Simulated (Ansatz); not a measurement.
The calculation used DFT PBE, scalar-relativistic, plane waves, PAW (Ansatz 0.2.0). All cells share a 420 eV cutoff and Γ-centred k meshes spaced at most about 0.3 Å⁻¹ (about 0.25 or finer for metals, 2π included). Spin is collinear in cells that carry moments; the others ran without spin or lost their moments.

All energies are static (0 K, no zero-point motion).

Compare these two cells of Co2Si, each relaxed at this level.

A. (parallel moments up to 0.8 μB) Space group I4/mmm (No. 139), tetragonal, a = 2.736 Å, c = 8.617 Å. Si is surrounded by 8 Co at 2.35 Å, 4 Si at 2.74 Å and 2 Co at 2.98 Å; around Co lie 4 Si at 2.35 Å, 9 Co at 2.55–2.74 Å and 1 Si at 2.98 Å.

B. (no moments) Space group P6_3/mmc (No. 194), hexagonal, a = 3.888 Å, c = 4.894 Å. Co on a site of symmetry -3m has 8 Co at 2.45–2.56 Å and 6 Si at 2.56 Å; around Co on a site of symmetry -6m2 lie 3 Si at 2.24 Å, 2 Si at 2.45 Å and 6 Co at 2.56 Å; Si has 3 Co at 2.24 Å and 8 Co at 2.45–2.56 Å.

Question: Which form is favoured at zero pressure, and by what margin per atom?

Answer: B is lower, by 50 meV/atom. A has Si and Co ordered on bcc sites, space group I4/mmm (No. 139), 10.7 Å³/atom and no gap on its mesh; B has the Ni2In type, space group P6_3/mmc (No. 194), 10.7 Å³/atom and no gap. Counting Si atoms around Co (those within 1.25 times the shortest such distance or 1.15 times the sum of covalent radii; a slash parts the counts of unlike sites), A has Co 4 and B has Co 5/6. Their magnetic states differ too. Both come from invented guesses. The lowest form computed isn't among them: it has space group Pnma (No. 62), 10.6 Å³/atom, is reached from a cell as deposited in COD and lies 77 meV/atom below the best shown.

A magnetic state wasn't ruled out in cells without spin, among them P6_3/mmc. The magnetic state reached may not be the lowest. Cells relaxed within their symmetry can be saddle points. Some structure types and database cells were kept out of the candidates from the start, so a known form may be missing.
